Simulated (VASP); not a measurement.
A run of VASP 6.6.1 is set up as follows.

The input INCAR:

```
ALGO = Fast
EDIFF = 1E-7
EDIFFG = -0.01
ENCUT = 600
IBRION = 2
ISIF = 2
ISMEAR = 0
LASPH = True
LCHARG = False
LREAL = False
LWAVE = False
NELM = 80
NSW = 40
PREC = Accurate
SIGMA = 0.03
```

Contents of KPOINTS:

```
k-points
0
Gamma
  8 8 8
```

The input POSCAR:

```
KCl                                     
1.0
    0.0000000000      3.0024150362      3.0024150362
    3.0024150362      0.0000000000      3.0024150362
    3.0024150362      3.0024150362      0.0000000000
  K               Cl            
     1     1
Direct
     0.0000000000000000    0.0000000000000000    0.0000000000000000
     0.5000000000000000    0.5000000000000000    0.5000000000000000
```

Potentials or basis: VASP PAW LDA potentials, release 64 (K_sv, Cl).

Run with:

```console
$ cat potpaw_LDA.64/K_sv/POTCAR potpaw_LDA.64/Cl/POTCAR > POTCAR
$ mpirun -np 1 vasp_std > vasp.out
```

Problem. What does it give for the band gap on the k mesh?

Solution. 5.25 eV, direct.

Final structure:
```yaml
crystal:
  lattice:
    - [0.00000, 3.00242, 3.00242]
    - [3.00242, 0.00000, 3.00242]
    - [3.00242, 3.00242, 0.00000]
  atoms:
    - { symbol: K, position: [0.00000, 0.00000, 0.00000] }
    - { symbol: Cl, position: [0.50000, 0.50000, 0.50000] }
```

Caveat: the relaxation stopped at its first step, so nothing moved. A k mesh can miss the band edges.
